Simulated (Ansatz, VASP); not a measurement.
One calculation of InP, two programs

```
CELL_PARAMETERS angstrom
0.00000 2.98003 2.98003
2.98003 0.00000 2.98003
2.98003 2.98003 0.00000
ATOMIC_POSITIONS crystal
In 0.00000 0.00000 0.00000
P 0.25000 0.25000 0.25000
```

Alike in both runs: functional PBE; k mesh 8 × 8 × 8; occupations gaussian, width 0.02 eV; no spin polarisation.

Ansatz relaxed the structure, and its values are those at the end. VASP's run is a single point on that final structure, the one shown.

|  | VASP | Ansatz |
| --- | --- | --- |
| version | VASP 6.6.1 | Ansatz 0.2.0 |
| potentials or method | VASP PAW PBE potentials, release 64 (In_d, P) | scalar-relativistic, plane waves, PAW |
| plane-wave cutoff (eV) | 520 | 420 |
| valence electrons in the cell | 18 | 18 |

Ansatz gave:

```
gap on the k mesh at the Fermi level (eV) : 0.44
least direct gap on the mesh (eV)         : 0.44
pressure (GPa)                            : 0.0
```

What did VASP give for the same quantities?

gap on the k mesh at the Fermi level (eV): 0.44; least direct gap on the mesh (eV): 0.44; pressure (GPa): -0.1.

Caveats: spin-orbit coupling is left out, which moves the levels of the heavy elements.
